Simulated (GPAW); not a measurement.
Runs of GPAW 26.7.0 on CuO. Symmetry: P4/nmm, No. 129, tetragonal system. Conventional cell: a = 3.175 Å, b = 3.175 Å, c = 4.650 Å, α = 90.00°, β = 90.00°, γ = 90.00°. Around Cu (site symmetry -4m2) lie 4 O at 2.02 Å and 4 Cu at 2.25 Å. Around O (site symmetry 4mm) lie 4 Cu at 2.02 Å. The cell was built by a generator and needn't be a form met in nature.

```csv
potentials or basis,cutoff (eV),data set,gap on the mesh (eV),pressure (GPa),largest force (eV/Å)
"GPAW PAW data sets (gpaw-data 1.2.1), pw",800,-,none,18.6,0.66
"SG15 ONCV 1.2, pw",1100,-,none,16.8,(a)
"PAW data sets generated in the run's folder for this functional, pw",800,-,none,18.6,0.66
"JTH PAW 2.0, PBE, pw",800,"Cu jth, O jth",none,16.6,0.86
```

Alike in all rows: task single point; level PBE; no spin polarisation; cell as given; k mesh 8 × 8 × 6; smearing fermi-dirac 0.05 eV.

Question: Estimate the missing entries.

Answer: (a) 0.90.

Caveats: the run has no spin polarisation, though such a crystal can be magnetic; semilocal functionals often make such compounds metallic where correlation or magnetic order opens a gap, which also shifts bond lengths; with this Cu data set, volumes or pressures lay over 1.5 % or 2 GPa off other programs in two to four cells of ten (some runs); so large a pressure means that the cell lies far from this level's equilibrium, or that cutoff or potentials fall short (some runs); the program truncates these outside data sets (some runs).

A gap of «none» marks a metal or a gap under the smearing width.

The runs don't all hold the same shells in valence.
